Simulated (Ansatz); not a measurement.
Hf2N:

```
Hf N
1.0
     3.08017    0.00000    0.00000
    -1.54008    2.66750    0.00000
     0.00000    0.00000    5.88210
Hf N
2 1
Direct
  0.00000 0.00000 0.74743
  0.00000 0.00000 0.25257
  0.66667 0.33333 0.50000
```

The cell was built by a generator and needn't be a form met in nature.

- Program: Ansatz 0.2.0
- Task: relaxation of cell and atoms
- Functional: LDA
- Potentials or basis: Ansatz PAW
- Cutoff: 420 eV (not typed: the program's choice for these potentials)
- k mesh: 10 × 10 × 5
- Occupations: fermi-dirac, width 0.05 eV
- Spin: no spin polarisation

At the start: volume 16.11 Å³/atom.

Question: Where does the relaxation end?

Answer: It ends after 7 steps and the volume is 15.06 Å³/atom (-6.5 %); space group P-6m2 (No. 187, to 0.05 Å).

Step by step:
```
step  energy change (eV)  largest force (eV/Å)  volume (Å³)
   1              0.0000                0.4500        48.33
   2             -0.1053                0.0819        45.62
   3             -0.1086                0.0057        45.17
   4             -0.1086                0.0015        45.21
   5             -0.1041                0.0005        45.21
   6             -0.1042                0.0001        45.17
   7             -0.1042                0.0002        45.17
```

Final structure:
```
Hf N
1.0
     3.01802    0.00000    0.00000
    -1.50901    2.61369    0.00000
     0.00000    0.00000    5.72644
Hf N
2 1
Direct
  0.00000 0.00000 0.74944
  0.00000 0.00000 0.25056
  0.66667 0.33333 0.50000
```

Caveat: the plane-wave basis is chosen anew once the cell has moved, so the energies of steps on either side of that aren't comparable; the pressure holds a Pulay correction of +0.3 GPa for the finite cutoff; the PAW data sets come from PBE, with cores solved anew for the run's functional, which leaves a small shift of forces and pressure.
